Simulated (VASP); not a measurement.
A run of VASP 6.6.1 is set up as follows.

The input INCAR:

```
ALGO     = Fast           # electronic algorithm
EDIFF    = 1E-7           # SCF threshold, eV
ENCUT    = 520            # plane-wave cutoff, eV
GGA      = PS             # functional
ISIF     = 2              # what is computed and relaxed
ISMEAR   = -1             # smearing method
IVDW     = 12             # dispersion correction
LASPH    = True           # aspherical terms in the spheres
LCHARG   = True           # write CHGCAR
LELF     = True           # ELF
LREAL    = False          # projectors in reciprocal space
LVHAR    = True         
LWAVE    = False          # write WAVECAR
NBANDS   = 12             # bands
NELM     = 100            # most SCF steps
PREC     = Accurate       # precision mode
SIGMA    = 0.1            # smearing width, eV
```

Contents of KPOINTS:

```
k-points
0
Gamma
  5 5 5
```

The input POSCAR:

```
Zn
1.0
    0.0000000000      3.8630480000      3.8630480000
    3.8630480000      0.0000000000      3.8630480000
    3.8630480000      3.8630480000      0.0000000000
Zn
1
Direct
    0.0000000000      0.0000000000      0.0000000000
```

Potentials or basis: VASP PAW PBE potentials, release 64 (Zn).

The run is started by

```bash
$ cat potpaw_PBE.64/Zn/POTCAR > POTCAR
$ mpirun -np 1 vasp_std > vasp.out
```

Question: What does it give for the pressure?

Answer: -0.3 GPa.

Question: Estimate the dispersion energy per atom.

Answer: -0.093 eV.

Question: Estimate the band gap on the k mesh.

Answer: 3.78 eV, indirect (least direct gap 3.95 eV).

Caveat: the PAW data sets were made with another functional, which shifts forces and pressure a little; an odd mesh through Γ misses points on the zone boundary, where band edges often lie.
